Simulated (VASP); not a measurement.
A run of VASP 6.6.1 is set up as follows.

File INCAR:

```
SYSTEM = BeTe
ALGO = Normal ; EDIFF = 1E-6
ENCUT = 520 ; GGA = PE
ISIF = 2 ; ISMEAR = 0
LASPH = .TRUE. ; LCHARG = .FALSE.
LREAL = .FALSE. ; LWAVE = .FALSE.
NBANDS = 11 ; NELM = 80
PREC = Accurate ; SIGMA = 0.02
```

Contents of KPOINTS:

```
k-points
0
G
  8 8 8
  0 0 0
```

Contents of POSCAR:

```
BeTe
1.0
    0.0000000000      2.8318743942      2.8318743942
    2.8318743942      0.0000000000      2.8318743942
    2.8318743942      2.8318743942      0.0000000000
Be Te
1 1
Direct
    0.0000000000      0.0000000000      0.0000000000
    0.2500000000      0.2500000000      0.2500000000
```

Potentials or basis: VASP PAW PBE potentials, release 64 (Be, Te).

Launch:

```sh
$ cat potpaw_PBE.64/Be/POTCAR potpaw_PBE.64/Te/POTCAR > POTCAR
$ mpirun -np 1 vasp_std > vasp.out
```

(1) What does it give for the pressure?

(2) Estimate the band gap on the k mesh.

Results:

(1) 0.1 GPa.

(2) 2.01 eV, indirect (least direct gap 3.62 eV).

Caveat: spin-orbit coupling is left out, which moves the levels of the heavy elements.
